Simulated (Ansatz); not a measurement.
# BP: the cost of one run

Program: Ansatz 0.2.0. Level of theory: DFT r2SCAN, scalar-relativistic, plane waves, PAW. These are calculated values, not measurements.

3 further runs of the same task are left out: 3 set aside as unsound or not needed.

### Step 1. Starting point

It takes space group P6_3/mmc (No. 194, hexagonal). The conventional cell has a = 2.501 Å, b = 2.501 Å, c = 6.874 Å, α = 90.00°, β = 90.00°, γ = 120.00°. Around B (site symmetry -6m2) lie 3 N at 1.44 Å. Around N (site symmetry -6m2) lie 3 B at 1.44 Å.

Structure file:

```xyz
4
Lattice="2.5009 0.0000 0.0000 -1.2505 2.1659 0.0000 0.0000 0.0000 6.8743" Properties=species:S:1:pos:R:3 pbc="T T T"
B     0.0000    1.4439    1.7186
B     1.2505    0.7220    5.1557
N     0.0000    1.4439    5.1557
N     1.2505    0.7220    1.7186
```

It goes back to an entry of the Materials Project.

This cell was relaxed beforehand with the same method: volume 9.31 Å³/atom, gap on the mesh 4.89 eV.

### Step 2. Swap N → P

BP starts from the relaxed positions of BN, with all lengths scaled by 1.138, a guess from tabulated radii.

### Step 3. A first look at the start (BP)

The input, input.yaml:

```yaml
crystal:
  lattice:
    - [2.8465018389, 0.0, 0.0]
    - [-1.4232509195, 2.4651429044, 0.0]
    - [0.0, 0.0, 7.8241410264]
  atoms:
    - { symbol: B, position: [0.3333333333, 0.6666666667, 0.25] }
    - { symbol: B, position: [0.6666666667, 0.3333333333, 0.75] }
    - { symbol: P, position: [0.3333333333, 0.6666666667, 0.75] }
    - { symbol: P, position: [0.6666666667, 0.3333333333, 0.25] }
basis:
  ecutwfc: 500
kpoints:
  mp_grid: { grid: [6, 6, 4] }
hamiltonian:
  xc: r2scan
scf:
  occupations: { method: gaussian, width: 0.1 }
output:
  forces: true
  stress: true
  eigenvalues: true
```

Launch:

```sh
> ansatz run input.yaml --threads 1 --pin off --max-ram 2560MiB --backend cpu --events-out ev --progress --plain --runs-dir out
```

What time and memory should one allow on 1 thread of Arm Neoverse V1, shared host?

About 3.4 s, with a peak of 0.44 GiB.
